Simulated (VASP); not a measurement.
# KCl: single point with PBE

KCl:

```
K Cl
1.0
     3.83920    0.00000    0.00000
     0.00000    3.83920    0.00000
     0.00000    0.00000    3.83920
K Cl
1 1
Direct
  0.00000 0.00000 0.00000
  0.50000 0.50000 0.50000
```

Measurements of this composition are mostly on another form, of space group No. 225.

```json
{"Program": "VASP 6.6.1", "Task": "single point", "Functional": "PBE", "Potentials or basis": "VASP PAW PBE potentials, release 64 (K_sv, Cl)", "Cutoff": "520 eV", "k mesh": "7 × 7 × 7", "Occupations": "gaussian, width 0.1 eV", "Spin": "no spin polarisation", "Further INCAR settings": "ALGO = Normal; EDIFF = 1.00e-06"}
```

| Quantity | Value |
| --- | --- |
| Pressure | 0.0 GPa |
| Band gap on the k mesh | 4.82 eV, indirect (least direct gap 5.00 eV) |

Levels at points of the mesh, in eV from the valence-band top:
```tsv
k point	band 6	band 7	band 8	band 9	band 10	band 11
(0.00, 0.00, 0.00)	-0.18	-0.18	-0.18	4.82	6.59	6.59
```

It took 27 s on 1 thread of Intel(R) Xeon(R) Platinum 8175M CPU @ 2.50GHz (Skylake/Cascade Lake), with other jobs on the host, peak memory 0.16 GiB.

Caveat: an odd mesh through Γ misses points on the zone boundary, where band edges often lie. A hybrid or GW would open this gap; PBE tends to underestimate it.
